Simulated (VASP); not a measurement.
## VASP 6.6.1 run: KBr

INCAR

```
IBRION = -1
ISIF = 2
NSW = 0
LASPH = .TRUE.
LWAVE = .FALSE.
GGA = PE
ALGO = Damped
ISMEAR = -1
NELM = 74
LREAL = .FALSE.
LCHARG = .FALSE.
TIME = 4
NBANDS = 15
PREC = Accurate
SIGMA = 0.02
EDIFF = 1E-7
ENCUT = 520
```

KPOINTS

```
KPOINTS created by Atomic Simulation Environment
0
Gamma
6 6 6
0 0 0
```

POSCAR

```
K  Br
 1.0000000000000000
    -0.0140895907000000    3.2881582294000000    3.2881582294000000
     3.2881582294000000   -0.0140895907000000    3.2881582294000000
     3.2881582294000000    3.2881582294000000   -0.0140895907000000
 K   Br
   1   1
Cartesian
  0.0000000000000000  0.0000000000000000  0.0000000000000000
  3.2811134340499994  3.2811134340499994  3.2811134340499990
```

The recommended PBE PAW datasets give the neutral cell 16 valence electrons.

Command

```
mpirun -np 1 vasp_std
```

OSZICAR

```
N       E                     dE             d eps       ncg     rms           ort
DAV:   1     0.173372509139E+03    0.17337E+03   -0.70298E+03   480   0.985E+02
DAV:   2     0.219349960580E+02   -0.15144E+03   -0.13597E+03   480   0.286E+02
DAV:   3    -0.139888461430E+01   -0.23334E+02   -0.22148E+02   480   0.109E+02
DAV:   4    -0.531996759152E+01   -0.39211E+01   -0.38177E+01   480   0.452E+01
DAV:   5    -0.613901033193E+01   -0.81904E+00   -0.79878E+00   480   0.174E+01
SDA:   6    -0.592656766163E+01    0.21244E+00   -0.28585E+01   480   0.715E+00   0.000E+00
DMP:   7     0.164249569930E+00    0.60908E+01   -0.88472E+02   480   0.215E+02  -0.350E+01
DMP:   8     0.111430607588E+03    0.11127E+03   -0.16615E+04   480   0.407E+03  -0.489E+02
DMP:   9     0.475746679515E+03    0.36432E+03   -0.49294E+04   480   0.121E+04  -0.129E+03
DMP:  10     0.537417132424E+03    0.61670E+02   -0.72463E+04   480   0.178E+04  -0.189E+03
...
DMP:  66     0.346820213275E+03    0.60808E+02   -0.11229E+04   480   0.253E+03  -0.163E+03
DMP:  67     0.284827333974E+03   -0.61993E+02   -0.66976E+03   480   0.153E+03  -0.828E+02
DMP:  68     0.348086450820E+03    0.63259E+02   -0.11038E+04   480   0.248E+03  -0.163E+03
DMP:  69     0.286467933370E+03   -0.61619E+02   -0.67075E+03   480   0.153E+03  -0.839E+02
DMP:  70     0.338061560364E+03    0.51594E+02   -0.10384E+04   480   0.232E+03  -0.160E+03
DMP:  71     0.285588450101E+03   -0.52473E+02   -0.91166E+03   480   0.206E+03  -0.130E+03
DMP:  72     0.332931787520E+03    0.47343E+02   -0.10585E+04   480   0.238E+03  -0.157E+03
DMP:  73     0.282801322215E+03   -0.50130E+02   -0.13636E+03   480   0.371E+02   0.176E+02
DMP:  74     0.331570207293E+03    0.48769E+02   -0.10550E+04   480   0.237E+03  -0.156E+03
   1 F= 0.33157021E+03 E0= 0.33157091E+03  d E =-.141453E-02
```

Standard output (part)

```
POSCAR found type information on POSCAR K Br
 POSCAR found :  2 types and       2 ions
 LDA part: xc-table for (Slater+PW92), standard interpolation
 POSCAR, INCAR and KPOINTS ok, starting setup
 WAVECAR not read
 entering main loop
 final diagonalization occupied
|     The electronic self-consistency was not achieved in the given           |
|     number of steps (NELM). The forces and other quantities evaluated       |
|     might not be reliable so examine the results carefully. If you find     |
|     spurious results, we suggest increasing NELM, if you were close to      |
|     convergence or switching to a different ALGO or adjusting the           |
|     density mixing parameters otherwise.                                    |
```

It didn't converge.

Task: What is wrong with this input?

Result: Damping step far too long. It didn't converge.
